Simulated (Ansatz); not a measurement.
# C: the cost of one run

Computed with Ansatz 0.2.0 (DFT PBEsol, scalar-relativistic, plane waves, PAW, unless a step's input says otherwise).

1 further run of the same task is left out (set aside as unsound or not needed).

## (1) The structure to begin with

Symmetry: P6_3/mmc, No. 194, hexagonal system. The conventional cell has a = 2.499 Å, b = 2.499 Å, c = 4.161 Å, α = 90.00°, β = 90.00°, γ = 120.00°. C (site symmetry 3m) is surrounded by 4 C at 1.53 to 1.56 Å.

Structure file:

```xyz
4
Lattice="2.4988 0.0000 0.0000 -1.2494 2.1640 0.0000 0.0000 0.0000 4.1608" Properties=species:S:1:pos:R:3 pbc="T T T"
C     0.0000    0.0000    0.0013
C     0.0000    0.0000    1.5591
C     0.0000    1.4427    2.0817
C     0.0000    1.4427    3.6395
```

This is a trial structure built by rule; it need not be a known or stable form of this composition.

It is the result of an earlier relaxation at this level (volume 5.62 Å³/atom; gap on the mesh: 3.05 eV).

## (2) Next: the stacking ABACB (hhkkk)

Close-packed layers are stacked in the order given (tetrahedral net, a letter for each double layer) and fully relaxed; h and k in a name mark layers with hexagonal and cubic surroundings. Energies count from the base stacking, -246.6442 eV an atom.

The cell holds 10 C: a = 2.499 Å, b = 2.499 Å, c = 10.402 Å, α = 90.00°, β = 90.00°, γ = 120.00°.

## (3) The relaxation run

Input file input.yaml:

```yaml
crystal:
  lattice:
    - [2.4988149884, 0.0, 0.0]
    - [-1.2494074942, 2.1640372593, 0.0]
    - [0.0, 0.0, 10.4020896383]
  atoms:
    - { symbol: C, position: [0.0, 0.0, 0.0] }
    - { symbol: C, position: [0.0, 0.0, 0.15] }
    - { symbol: C, position: [0.3333333333, 0.6666666667, 0.2] }
    - { symbol: C, position: [0.3333333333, 0.6666666667, 0.35] }
    - { symbol: C, position: [0.0, 0.0, 0.4] }
    - { symbol: C, position: [0.0, 0.0, 0.55] }
    - { symbol: C, position: [0.6666666667, 0.3333333333, 0.6] }
    - { symbol: C, position: [0.6666666667, 0.3333333333, 0.75] }
    - { symbol: C, position: [0.3333333333, 0.6666666667, 0.8] }
    - { symbol: C, position: [0.3333333333, 0.6666666667, 0.95] }
basis:
  ecutwfc: 420
kpoints:
  mp_grid: { grid: [12, 12, 3] }
hamiltonian:
  xc: pbesol
scf:
  occupations: { method: gaussian, width: 0.02 }
output:
  forces: true
  stress: true
  eigenvalues: true
  populations: true
  write_density: true
  write_potential: true
  elf: true
  volumetric_format: npy
relax:
  adjacent_minimum: "off"
  f_tol: 0.01
  max_steps: 45
  cell: { stress_tol: 0.05 }
```

Started as:

```console
> ansatz run input.yaml --threads 1 --pin off --max-ram 2560MiB --backend cpu --events-out ev --progress --plain --runs-dir out
```

**Question.** How long does this run take on 1 thread of Intel Xeon 6975P-C (Granite Rapids), shared host, and how much memory does it need?

About 18 s, with a peak of 0.5 GiB.
